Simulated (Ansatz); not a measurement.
**MnO2 under changes of volume**

One of the cells (10.839 Å³/atom); the others are scaled copies at fixed shape and fractional positions:

```
Mn O
1.0
     2.85658    0.00000    0.00000
    -1.42829    2.47387    0.00000
     0.00000    0.00000    4.60137
Mn O
1 2
Direct
  0.00000 0.00000 0.50000
  0.33333 0.66667 0.70629
  0.66667 0.33333 0.29371
```

Measurements of this composition are mostly on another form, of space group No. 136.

| Property | Result |
| --- | --- |
| Program | Ansatz 0.2.0 |
| Functional | LDA |
| Potentials or basis | all-electron LAPW, scalar-relativistic |
| Cutoff | 417 eV (chosen from the basis error) |
| Basis error allowed | 0.002 eV/atom |
| k mesh | 11 × 11 × 6 |
| Occupations | fermi-dirac, width 0.05 eV |
| Spin | collinear spin, ferromagnetic start |
| Starting moments | [4.0, 0.0, 0.0] μB |

```tsv
volume (Å³/atom)	energy over the lowest point (meV/atom)	pressure (GPa)	gap on the mesh (eV)	largest force (eV/Å)
10.189	?	?	?	?
10.405	0.00	-0.2	0.29	0.076
10.622	3.32	-4.6	0.37	0.240
10.839	12.31	-8.6	0.45	0.531
11.056	26.33	-12.1	0.52	0.799
11.273	44.83	-15.2	0.59	1.044
11.489	67.32	-18.0	0.65	1.270
```

Problem. What does the run at 10.189 Å³/atom give?

Solution. Energy over the lowest point 3.03 meV/atom; pressure 4.7 GPa; gap on the mesh 0.21 eV; largest force 0.420 eV/Å.

Worked out: A Birch-Murnaghan fit of order 3 (a polynomial in V^(-2/3)) to the other rows has its minimum at 10.39 Å³/atom, just outside them, with B0 = V·E''(V) = 223 GPa and B' = 4.3 at fixed shape and positions, which overstates the stiffness. It gives 2.92 meV/atom at 10.189 Å³/atom, against the run's 3.03, and -dE/dV = 4.7 GPa, against 4.7. A straight line through the other rows of the gap, of slope 3.65 eV per unit of ln V, extrapolates to 0.22 eV, against the run's 0.21.

Energies are extrapolated to zero smearing.

Caveats: an odd mesh through Γ misses points on the zone boundary, where band edges often lie; a cell with one magnetic atom can't hold antiferromagnetic order, which such compounds often take; forces of over 1 eV/Å show positions far from the minimum, so gaps and moduli don't describe the material at rest (some runs).

The runs don't all hold the same shells in valence.
